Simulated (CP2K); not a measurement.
Hf under changes of volume

One of the cells (23.523 Å³/atom); the others are scaled copies at fixed shape and fractional positions:

```
Hf
1.0
     3.12635    0.00000    0.00000
    -1.04212    2.94755    0.00000
    -1.04212   -1.47378    2.55266
Hf
1
Direct
  0.00000 0.00000 0.00000
```

This isn't the form of Hf at room conditions, which is hcp.

* Program: CP2K 2026.2
* Functional: PBEsol
* Potentials or basis: POTENTIAL_UZH Hf GTH-PBE-q12; TZVP-MOLOPT-PBE-GTH basis
* Density cutoff: 6123 eV
* k mesh: 10 × 10 × 10
* Occupations: fermi-dirac, width 0.0259 eV
* Spin: no spin polarisation

```tsv
volume (Å³/atom)	energy over the lowest point (meV/atom)	pressure (GPa)
22.112	0.00	-2.5
22.582	10.05	-4.4
23.052	25.78	-6.3
23.523	46.90	-8.0
23.993	?	?
24.464	103.32	-10.9
24.934	137.33	-12.1
```

Problem. What does the run at 23.993 Å³/atom give?

Solution. Energy over the lowest point 72.94 meV/atom; pressure -9.6 GPa.

Worked out: A Birch-Murnaghan fit of order 3 (a polynomial in V^(-2/3)) to the other rows has its minimum at 21.65 Å³/atom, just outside them, with B0 = V·E''(V) = 114 GPa and B' = 3.8. It gives 72.92 meV/atom at 23.993 Å³/atom, against the run's 72.94, and -dE/dV = -9.6 GPa, against -9.6.

Energies are extrapolated to zero smearing.

Caveats: the potentials were made for another functional, which shifts forces and pressure; the basis of atomic orbitals isn't converged, which shifts pressures, moduli and gaps.
